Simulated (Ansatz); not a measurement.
# Ti3SiC2, pressure series

Take Ti₃SiC₂ (space group P6_3/mmc, No. 194; a = 3.042 Å, c = 17.577 Å) as the base.

Cell and atoms are relaxed at each pressure.

The values are results of PBEsol, PAW, 420 eV (Ansatz, a first-principles code; scalar-relativistic without spin-orbit coupling), not measurements.

Notes on the quantities. enthalpy: H = E + PV relative to the base's energy.

| variant | enthalpy | volume per atom |
|---|---|---|
| base | – | 11.74 Å³ |
| pressure −2 GPa | -0.15 eV/atom | 11.86 Å³ |
| pressure −1 GPa | -0.07 eV/atom | 11.80 Å³ |
| pressure 3 GPa | +0.22 eV/atom | 11.57 Å³ |
| pressure 7 GPa | +0.50 eV/atom | 11.36 Å³ |
| pressure 15 GPa | +1.06 eV/atom | 10.99 Å³ |
| pressure 30 GPa | +2.06 eV/atom | 10.43 Å³ |
| pressure 50 GPa | +3.33 eV/atom | 9.84 Å³ |
| pressure 75 GPa | +4.82 eV/atom | 9.28 Å³ |
| pressure 100 GPa | +6.23 eV/atom | 8.84 Å³ |

Load acts through the strain it causes; cell and atoms are relaxed under it. Whether these cells are dynamically stable was not tested. Competing high-pressure phases were not computed. All final runs are without spin polarisation.
